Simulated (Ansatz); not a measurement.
# Pd: the crystal squeezed far

How does Pd (beta tin type) answer strong compression? Methods of the runs shown: PAW.

Computed with Ansatz 0.2.0 (DFT PBE, with the methods named in each step, unless a step's input says otherwise).

### Step 1. The structure to begin with

It takes space group I4_1/amd (No. 141, tetragonal). Conventional cell: a = 4.865 Å, b = 4.865 Å, c = 2.676 Å, α = 90.00°, β = 90.00°, γ = 90.00°. Pd (site symmetry -4m2) has 6 Pd at 2.52 to 2.68 Å as nearest neighbours.

Coordinates:

```cif
data_structure
_symmetry_space_group_name_H-M 'P 1'
_symmetry_Int_Tables_number 1
_cell_length_a 3.6911
_cell_length_b 3.6911
_cell_length_c 3.6911
_cell_angle_alpha 97.549
_cell_angle_beta 97.549
_cell_angle_gamma 137.497
_cell_volume 31.67
loop_
_atom_site_label
_atom_site_type_symbol
_atom_site_fract_x
_atom_site_fract_y
_atom_site_fract_z
_atom_site_occupancy
Pd1 Pd 0.62500 0.87500 0.75000 1
Pd2 Pd 0.37500 0.12500 0.25000 1
```

Whether this phase is the stable one at these pressures isn't tested.

Atoms are numbered in the order of the input: Pd1, Pd2.

### Step 2. Cell relaxed at zero pressure, PAW

File input.yaml:

```yaml
crystal:
  lattice:
    - [-2.4325305604, 2.4325305604, 1.3378918082]
    - [2.4325305604, -2.4325305604, 1.3378918082]
    - [2.4325305604, 2.4325305604, -1.3378918082]
  atoms:
    - { symbol: Pd, position: [-0.375, -0.125, -0.25] }
    - { symbol: Pd, position: [0.375, 0.125, 0.25] }
kpoints:
  mp_grid: { grid: [16, 16, 16] }
scf:
  occupations: { method: fermi_dirac, width: 0.05 }
hamiltonian:
  xc: pbe
  pseudopotentials: { kind: paw }
output:
  forces: true
  stress: true
relax:
  f_tol: 0.005
  max_steps: 40
  cell: {}
```

Launch:

```sh
$ ansatz run input.yaml --threads 1 --pin off --max-ram 2048MiB --backend cpu --events-out ev --progress --plain --runs-dir out
```

The runs that follow: Volume scaled by 1, PAW; Shape and atoms relaxed at 0.95 of the volume, PAW; Volume scaled by 0.95, PAW; Shape and atoms relaxed at 0.85 of the volume, PAW; Volume scaled by 0.85, PAW; Shape and atoms relaxed at 0.75 of the volume, PAW; Volume scaled by 0.75, PAW; Shape and atoms relaxed at 0.65 of the volume, PAW; Volume scaled by 0.65, PAW; Shape and atoms relaxed at 0.55 of the volume, PAW; Volume scaled by 0.55, PAW; Volume scaled by 0.55, PAW (cutoff 300 eV); Shape and atoms relaxed at 0.45 of the volume, PAW; Volume scaled by 0.45, PAW; Shape and atoms relaxed at 0.4 of the volume, PAW; Volume scaled by 0.4, PAW; Volume scaled by 0.4, PAW (level accurate).

Before running it: what results should come out? Wanted: PAW pressure at 0.4 of the volume; PAW; fitted bulk modulus at zero pressure.

**Answer**, as computed:

| quantity | value |
| --- | --- |
| PAW pressure at 0.4 of the volume | 1285.8 GPa |
| PAW (level accurate) pressure at 0.4 of the volume | 1286.3 GPa |
| fitted bulk modulus at zero pressure (PAW) | 151 GPa |
| its pressure derivative | 4.79 |

**Reading.** By PAW the pressure climbs to 1286 GPa at 0.4 of the first volume. A third-order Birch-Murnaghan curve fits the range only roughly (B₀ = 151 GPa, B′ = 4.79, misfit at most 16.13 GPa). A fit over so wide a range leans to the high pressures, so B₀ can be off by several per cent. No all-electron run checks these rows here, and frozen cores can fail under such compression. The ions are at rest, and the electrons smeared by 0.05 eV.
